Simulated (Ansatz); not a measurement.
## Pt, beta-Sn type: geometry optimisation

Theory: Ansatz, DFT, PBE, plane waves (420 eV) with PAW, scalar-relativistic.

k-point mesh 13×13×9, Fermi-Dirac smearing 0.1 eV, no spin polarisation. Cell and atoms relax.

Starting structure:

```yaml
crystal:
  lattice:
    - [-2.43930, 2.43930, 1.33186]
    - [2.43930, -2.43930, 1.33186]
    - [2.43930, 2.43930, -1.33186]
  atoms:
    - { symbol: Pt, position: [0.00000, 0.00000, 0.00000] }
    - { symbol: Pt, position: [0.75000, 0.25000, 0.50000] }
```

**Question.** What cell does the relaxation end in?

**Answer.** Cmcm with a = 2.727 Å, b = 6.547 Å, c = 3.742 Å; 16.70 Å³ per atom against 15.85 at the start (5.4 %).

The cell has left the beta-Sn structure type; it ends in Cmcm.

**Question.** How much energy does the relaxation gain?

**Answer.** 229.4 meV per atom.

Path of the relaxation (the plane waves are chosen anew near the end, which can shift the energy a little):

```json
{"step": "0", "E − E(final) (meV/atom)": "229.35", "V (Å³/atom)": "15.850", "P (GPa)": "20.72", "max force (eV/Å)": "0.000"}
{"step": "1", "E − E(final) (meV/atom)": "176.85", "V (Å³/atom)": "18.107", "P (GPa)": "-9.30", "max force (eV/Å)": "0.001"}
{"step": "2", "E − E(final) (meV/atom)": "148.77", "V (Å³/atom)": "17.339", "P (GPa)": "-1.80", "max force (eV/Å)": "0.001"}
{"step": "3", "E − E(final) (meV/atom)": "147.74", "V (Å³/atom)": "17.163", "P (GPa)": "0.25", "max force (eV/Å)": "0.002"}
{"step": "4", "E − E(final) (meV/atom)": "146.02", "V (Å³/atom)": "17.141", "P (GPa)": "0.45", "max force (eV/Å)": "0.017"}
{"step": "5", "E − E(final) (meV/atom)": "113.92", "V (Å³/atom)": "17.014", "P (GPa)": "0.91", "max force (eV/Å)": "0.059"}
{"step": "6", "E − E(final) (meV/atom)": "64.72", "V (Å³/atom)": "16.824", "P (GPa)": "1.35", "max force (eV/Å)": "0.054"}
{"step": "7", "E − E(final) (meV/atom)": "37.61", "V (Å³/atom)": "16.629", "P (GPa)": "2.27", "max force (eV/Å)": "0.023"}
{"step": "8", "E − E(final) (meV/atom)": "32.35", "V (Å³/atom)": "16.750", "P (GPa)": "-1.30", "max force (eV/Å)": "0.035"}
{"step": "9", "E − E(final) (meV/atom)": "30.89", "V (Å³/atom)": "16.706", "P (GPa)": "-0.02", "max force (eV/Å)": "0.003"}
{"step": "10", "E − E(final) (meV/atom)": "30.89", "V (Å³/atom)": "16.705", "P (GPa)": "-0.03", "max force (eV/Å)": "0.001"}
{"step": "11", "E − E(final) (meV/atom)": "30.88", "V (Å³/atom)": "16.703", "P (GPa)": "0.01", "max force (eV/Å)": "0.000"}
{"step": "12", "E − E(final) (meV/atom)": "13.66", "V (Å³/atom)": "16.703", "P (GPa)": "1.80", "max force (eV/Å)": "0.004"}
{"step": "13", "E − E(final) (meV/atom)": "5.33", "V (Å³/atom)": "16.760", "P (GPa)": "0.62", "max force (eV/Å)": "0.019"}
{"step": "14", "E − E(final) (meV/atom)": "0.36", "V (Å³/atom)": "16.712", "P (GPa)": "0.24", "max force (eV/Å)": "0.022"}
{"step": "15", "E − E(final) (meV/atom)": "0.15", "V (Å³/atom)": "16.738", "P (GPa)": "-0.22", "max force (eV/Å)": "0.018"}
{"step": "16", "E − E(final) (meV/atom)": "0.09", "V (Å³/atom)": "16.713", "P (GPa)": "0.01", "max force (eV/Å)": "0.001"}
{"step": "17", "E − E(final) (meV/atom)": "0.01", "V (Å³/atom)": "16.713", "P (GPa)": "0.02", "max force (eV/Å)": "0.000"}
{"step": "18", "E − E(final) (meV/atom)": "0.00", "V (Å³/atom)": "16.705", "P (GPa)": "0.02", "max force (eV/Å)": "0.002"}
{"step": "19", "E − E(final) (meV/atom)": "0.00", "V (Å³/atom)": "16.705", "P (GPa)": "0.02", "max force (eV/Å)": "0.002"}
```

The k-point mesh keeps fewer symmetry operations than the starting structure has, so the cell can leave it.
